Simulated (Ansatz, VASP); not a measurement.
BP in VASP and in Ansatz

INCAR

```
PREC     = Accurate       # precision mode
ENCUT    = 520            # plane-wave cutoff, eV
EDIFF    = 1E-6           # SCF threshold, eV
ISMEAR   = -1             # smearing method
SIGMA    = 0.02           # smearing width, eV
LREAL    = F              # projectors in reciprocal space
LASPH    = T              # aspherical terms in the spheres
NELM     = 100            # most SCF steps
ALGO     = Normal         # electronic algorithm
ISIF     = 2              # what is computed and relaxed
LWAVE    = F              # write WAVECAR
LCHARG   = F              # write CHGCAR
GGA      = PE             # functional
IBRION   = 2              # ionic algorithm
NSW      = 80             # ionic steps
EDIFFG   = -0.02          # ionic threshold
```

Contents of KPOINTS:

```
Automatic mesh
0
Gamma
  10 10 10
```

POSCAR

```
BP
1.0
    0.0000000000      2.2690000000      2.2690000000
    2.2690000000      0.0000000000      2.2690000000
    2.2690000000      2.2690000000      0.0000000000
B P
1 1
Direct
    0.0000000000      0.0000000000      0.0000000000
    0.2500000000      0.2500000000      0.2500000000
```

Input for Ansatz:

```yaml
crystal:
  lattice:
    - [0.0, 2.269, 2.269]
    - [2.269, 0.0, 2.269]
    - [2.269, 2.269, 0.0]
  atoms:
    - { symbol: B, position: [0.0, 0.0, 0.0] }
    - { symbol: P, position: [0.25, 0.25, 0.25] }
kpoints:
  mp_grid: { grid: [10, 10, 10] }
scf:
  occupations: { method: fermi_dirac, width: 0.02 }
hamiltonian:
  xc: pbe
  pseudopotentials: { kind: paw }
output:
  forces: true
  stress: true
  populations: true
  efg: { quadrupole_moments_barn: { B: 0.04059 }, contact_densities: true }
relax:
  f_tol: 0.02
  max_steps: 60
```

Alike in both runs: task relaxation of the atoms; functional PBE; k mesh 10 × 10 × 10; occupations fermi-dirac, width 0.02 eV; no spin polarisation.

|  | VASP | Ansatz |
| --- | --- | --- |
| version | VASP 6.6.1 | Ansatz 0.2.0 |
| potentials or method | VASP PAW PBE potentials, release 64 (B, P) | plane-wave PAW, scalar-relativistic |
| plane-wave cutoff (eV) | 520 | 420 |
| valence electrons in the cell | 8 | 8 |

|  | VASP | Ansatz | Ansatz less VASP |
| --- | --- | --- | --- |
| gap on the k mesh at the Fermi level, each at its own relaxed structure (eV) | 1.24 | 1.24 | +0.004 |

Ansatz warned: «stress_scf_threshold_loose».

Caveats: the relaxation stopped at its first step, so nothing moved. A k mesh can miss the band edges.
